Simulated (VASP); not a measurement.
# Sb8H in VASP: single point with PBE

Aim: the single point of Sb8H with PBE.

Everything below comes from runs of VASP 6.6.1. Logs are shortened: lines on timing, memory, paths and dates and some standing lists are left out, and cuts for length are marked.

## (1) The structure

The cell holds a slab with vacuum, 9 atoms: a = 4.308 Å, b = 4.308 Å, c = 28.783 Å, α = 90.00°, β = 90.00°, γ = 120.00°.

The cell was built by a generator and needn't be a form met in nature.

## (2) Single point, PBE, non-collinear spin, zero start, spin-orbit coupling

INCAR

```
SYSTEM = Sb8H
ALGO     = Normal         ! electronic algorithm
DIPOL    = 0.5 0.5 0.537
EDIFF    = 1E-7           ! SCF threshold, eV
ENCUT    = 520            ! plane-wave cutoff, eV
GGA      = PE             ! functional
GGA_COMPAT= .FALSE.      
IDIPOL   = 3            
ISIF     = 2              ! what is computed and relaxed
ISMEAR   = 0              ! smearing method
LASPH    = .TRUE.         ! aspherical terms in the spheres
LCHARG   = .FALSE.        ! write CHGCAR
LDIPOL   = .TRUE.       
LORBIT   = 11             ! projections on sites
LORBMOM  = .TRUE.       
LREAL    = .FALSE.        ! projectors in reciprocal space
LSORBIT  = .TRUE.         ! spin-orbit coupling
LWAVE    = .FALSE.        ! write WAVECAR
MAGMOM   = 0 0 0 0 0 0 0 0 0 0 0 0 0 0 0 0 0 0 0 0 0 0 0 0 0 0 0 ! initial moments
NBANDS   = 60             ! bands
NELM     = 150            ! most SCF steps
PREC     = Accurate       ! precision mode
SIGMA    = 0.05           ! smearing width, eV
```

KPOINTS

```
k-points
0
G
  10 10 1
  0 0 0
```

POSCAR

```
Sb8H
1.0
    4.3084000000      0.0000000000      0.0000000000
   -2.1542000000      3.7311838497      0.0000000000
    0.0000000000      0.0000000000     28.7832128000
Sb H
8 1
Direct
    0.6666666667      0.3333333333      0.2779397858
    0.0000000000      0.0000000000      0.3303735711
    0.3333333333      0.6666666667      0.4144421113
    0.6666666667      0.3333333333      0.4689904429
    0.0000000000      0.0000000000      0.5496286674
    0.3333333333      0.6666666667      0.6053553964
    0.6666666667      0.3333333333      0.6826272674
    0.0000000000      0.0000000000      0.7396760541
    0.3333333333      0.6666666667      0.7598234557
```

Potentials or basis: VASP PAW PBE potentials, release 64 (Sb, H).

Command:

```
> cat potpaw_PBE.64/Sb/POTCAR potpaw_PBE.64/H/POTCAR > POTCAR
> mpirun -np 1 vasp_ncl > vasp.out
```

OUTCAR:

```text
SYSTEM = Sb8H
   EDIFF = 1E-7
   ENCUT = 520
   GGA = PE
   ISIF = 2
   ISMEAR = 0
   LASPH = .TRUE.
   LORBIT = 11
   LREAL = .FALSE.
   LSORBIT = .TRUE.
   NELM = 150
   PREC = Accurate

 ion  position               nearest neighbor table
   1  0.667  0.333  0.278-   2 2.91   2 2.91   2 2.91
   2  0.000  0.000  0.330-   1 2.91   1 2.91   1 2.91   3 3.47   3 3.47   3 3.47
   3  0.333  0.667  0.414-   4 2.94   4 2.94   4 2.94   2 3.47   2 3.47   2 3.47
   4  0.667  0.333  0.469-   3 2.94   3 2.94   3 2.94   5 3.40   5 3.40   5 3.40
   5  0.000  0.000  0.550-   6 2.96   6 2.96   6 2.96   4 3.40   4 3.40   4 3.40
   6  0.333  0.667  0.605-   5 2.96   5 2.96   5 2.96   7 3.34   7 3.34   7 3.34
   7  0.667  0.333  0.683-   8 2.98   8 2.98   8 2.98   6 3.34   6 3.34   6 3.34
   8  0.000  0.000  0.740-   7 2.98   7 2.98   7 2.98
   9  0.333  0.667  0.760-

  LATTYP: Found a hexagonal cell.
 ALAT       =     4.3084000000
 C/A-ratio  =     6.6807197103

  Lattice vectors:

 A1 = (   4.3084000000,   0.0000000000,   0.0000000000)
 A2 = (  -2.1542000000,   3.7311838497,   0.0000000000)
 A3 = (   0.0000000000,   0.0000000000,  28.7832128000)

Analysis of symmetry for initial positions (statically):
=====================================================================
 Subroutine PRICEL returns:
 Original cell was already a primitive cell.

 Routine SETGRP: Setting up the symmetry group for a
 hexagonal supercell.

 Subroutine GETGRP returns: Found  6 space group operations
 (whereof  6 operations were pure point group operations)
 out of a pool of 24 trial point group operations.

The static configuration has the point symmetry C_3v.

Analysis of symmetry for dynamics (positions and initial velocities):
=====================================================================
 Subroutine PRICEL returns:
 Original cell was already a primitive cell.

 Routine SETGRP: Setting up the symmetry group for a
 hexagonal supercell.

 Subroutine GETGRP returns: Found  6 space group operations
 (whereof  6 operations were pure point group operations)
 out of a pool of 24 trial point group operations.

The dynamic configuration has the point symmetry C_3v.

Analysis of structural, dynamic, and magnetic symmetry:
=====================================================================
 Subroutine PRICEL returns:
 Original cell was already a primitive cell.

 Routine SETGRP: Setting up the symmetry group for a
 hexagonal supercell.

 Subroutine GETGRP returns: Found  6 space group operations
 (whereof  6 operations were pure point group operations)
 out of a pool of 24 trial point group operations.

[... 1476 lines left out ...]
  7        -0.000  -0.000  -0.000
  8         0.000   0.000   0.000
  9         0.000   0.000   0.000
 ----------------------------------------
           -0.000   0.000  -0.000

 orbital moment (z)

 # of ion     p       d       tot
 ----------------------------------------
  1         0.000   0.000   0.000
  2         0.000  -0.000  -0.000
  3         0.000   0.000   0.000
  4         0.000   0.000   0.000
  5         0.000   0.000   0.000
  6         0.000  -0.000  -0.000
  7         0.000   0.000   0.000
  8         0.000   0.000   0.000
  9        -0.000   0.000  -0.000
 ----------------------------------------
           -0.000   0.000   0.000

 Spin-Orbit-Coupling matrix elements

 Ion:    1  E_soc:     -0.1439969
 l=   1
     0.0000000    -0.0246412    -0.0224893
    -0.0246412     0.0000000    -0.0246412
    -0.0224893    -0.0246412     0.0000000
 l=   2
     0.0000000    -0.0000173     0.0000000    -0.0000173    -0.0000852
    -0.0000173     0.0000000    -0.0000358    -0.0000005    -0.0000173
     0.0000000    -0.0000358     0.0000000    -0.0000358     0.0000000
    -0.0000173    -0.0000005    -0.0000358     0.0000000    -0.0000173
    -0.0000852    -0.0000173     0.0000000    -0.0000173     0.0000000
 l=   3
     0.0000000     0.0000000     0.0000000     0.0000000     0.0000000     0.0000000     0.0000000
     0.0000000     0.0000000     0.0000000     0.0000000     0.0000000     0.0000000     0.0000000
     0.0000000     0.0000000     0.0000000     0.0000000     0.0000000     0.0000000     0.0000000
     0.0000000     0.0000000     0.0000000     0.0000000     0.0000000     0.0000000     0.0000000
[... 149 lines left out ...]
 l=   2
     0.0000000     0.0000000     0.0000000     0.0000000     0.0000000
     0.0000000     0.0000000     0.0000000     0.0000000     0.0000000
     0.0000000     0.0000000     0.0000000     0.0000000     0.0000000
     0.0000000     0.0000000     0.0000000     0.0000000     0.0000000
     0.0000000     0.0000000     0.0000000     0.0000000     0.0000000
 l=   3
     0.0000000     0.0000000     0.0000000     0.0000000     0.0000000     0.0000000     0.0000000
     0.0000000     0.0000000     0.0000000     0.0000000     0.0000000     0.0000000     0.0000000
     0.0000000     0.0000000     0.0000000     0.0000000     0.0000000     0.0000000     0.0000000
     0.0000000     0.0000000     0.0000000     0.0000000     0.0000000     0.0000000     0.0000000
     0.0000000     0.0000000     0.0000000     0.0000000     0.0000000     0.0000000     0.0000000
     0.0000000     0.0000000     0.0000000     0.0000000     0.0000000     0.0000000     0.0000000
     0.0000000     0.0000000     0.0000000     0.0000000     0.0000000     0.0000000     0.0000000

 total charge

# of ion       s       p       d       tot
------------------------------------------
    1        1.214   1.159   0.023   2.396
    2        1.211   1.139   0.035   2.385
    3        1.213   1.142   0.030   2.385
    4        1.217   1.127   0.034   2.378
    5        1.212   1.143   0.030   2.385
    6        1.219   1.112   0.036   2.367
    7        1.199   1.157   0.028   2.384
    8        1.236   1.037   0.035   2.309
    9        0.421   0.004   0.000   0.425
--------------------------------------------------
tot         10.141   9.022   0.251  19.414

 magnetization (x)

# of ion       s       p       d       tot
------------------------------------------
    1        0.000  -0.000  -0.000  -0.000
    2        0.000  -0.000   0.000  -0.000
    3       -0.000   0.000   0.000   0.000
    4        0.000   0.000   0.000   0.000
    5        0.000   0.000   0.000   0.000
    6        0.000   0.000   0.000   0.000
    7        0.000   0.000   0.000   0.000
    8        0.000   0.000   0.000   0.000
    9       -0.000   0.000   0.000  -0.000
--------------------------------------------------
tot         -0.000  -0.000   0.000  -0.000

 magnetization (y)

# of ion       s       p       d       tot
------------------------------------------
    1        0.000   0.000   0.000   0.000
    2        0.000   0.000   0.000   0.000
    3        0.000   0.000   0.000   0.000
    4        0.000   0.000   0.000   0.000
    5        0.000   0.000   0.000   0.000
    6        0.000   0.000   0.000   0.000
    7        0.000   0.000   0.000   0.000
    8        0.000  -0.000   0.000  -0.000
    9        0.000   0.000   0.000   0.000
--------------------------------------------------
tot          0.000  -0.000   0.000   0.000

 magnetization (z)

# of ion       s       p       d       tot
------------------------------------------
    1        0.000   0.000   0.000   0.000
    2        0.000   0.000  -0.000  -0.000
    3        0.000  -0.000   0.000  -0.000
    4        0.000   0.000   0.000   0.000
    5        0.000   0.000   0.000   0.000
    6       -0.000   0.000   0.000   0.000
    7        0.000   0.000  -0.000  -0.000
    8       -0.000  -0.000   0.000  -0.000
    9        0.000   0.000   0.000   0.000
--------------------------------------------------
tot         -0.000  -0.000  -0.000  -0.000
```

stdout:

```text
POSCAR found type information on POSCAR SbH
 POSCAR found :  2 types and       9 ions
 scaLAPACK will be used
 LDA part: xc-table for (Slater+PW92), standard interpolation
 POSCAR, INCAR and KPOINTS ok, starting setup
 FFT: planning ... GRIDC
 FFT: planning ... GRID_SOFT
 FFT: planning ... GRID
 WAVECAR not read
 entering main loop
```

Wall time 45 min (1 thread of Intel Xeon Platinum 8375C at 2.90GHz (Ice Lake), shared host); peak memory 1.9 GiB.

Results:

```yaml
Free_energy: -35.3108 eV
Largest_force: 0.388 eV/Å
Net_moment: 0.00 μB per cell
Valence_electrons_inside_the_program's_atomic_spheres: Sb 2.40, 2.38, 2.37, 2.31; H 0.42
```

Forces in eV/Å, atoms in the order of the input:
```
Sb   0.000  0.000 -0.380
Sb   0.000  0.000  0.388
Sb   0.000  0.000 -0.037
Sb   0.000  0.000  0.036
Sb   0.000  0.000 -0.024
Sb   0.000  0.000  0.022
Sb   0.000  0.000 -0.019
Sb   0.000  0.000  0.041
H    0.000  0.000 -0.029
```

Moments on the atoms (μB; x, y, z):
```
Sb  0.00 0.00 0.00
Sb  0.00 0.00 0.00
Sb  0.00 0.00 0.00
Sb  0.00 0.00 0.00
Sb  0.00 0.00 0.00
Sb  0.00 0.00 0.00
Sb  0.00 0.00 0.00
Sb  0.00 0.00 0.00
H   0.00 0.00 0.00
```
